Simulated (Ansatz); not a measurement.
```xyz
2
Lattice="0.0000 2.0420 2.0420 2.0420 0.0000 2.0420 2.0420 2.0420 0.0000" Properties=species:S:1:pos:R:3 pbc="T T T"
Li    0.0000    0.0000    0.0000
H     2.0420    2.0420    2.0420
```

```
orbitals        : PBE
datasets        : hard PAW set made for 700 eV
k mesh          : 4×4×4
empty bands     : 45
response cutoff : 200 eV
wave cutoff     : 700 eV
frequencies     : contour deformation
q → 0 term      : the completed-sum build's own treatment
band sums       : completed
```

Program: Ansatz. The Kohn-Sham gap (direct at k = (0, -0.5, -0.5)) is 3.01 eV and the electronic dielectric constant on this mesh 5.1.

Task: Estimate the linearised G0W0 gap between these edges.

Result: 4.86 eV, a change of +1.85 eV. The valence edge moves by -1.48 eV (Z = 0.74) and the conduction edge by +0.36 eV (Z = 0.78).

This ran on a trial build of the method. The cell is a model at fixed atoms and needn't be the relaxed known crystal. Points k are given in fractions of the reciprocal vectors. The mesh is coarse, so these are values at the stated settings, not converged ones. The response is still cut, so the gap isn't quite at its basis limit. The build that completes the sums treats q → 0 its own way, which shifts gaps on a coarse mesh by up to tenths of an eV. The gap is read on the mesh, and the crystal's band edges can lie off it. Meshes this coarse can overestimate the dielectric constant by a tenth and more.
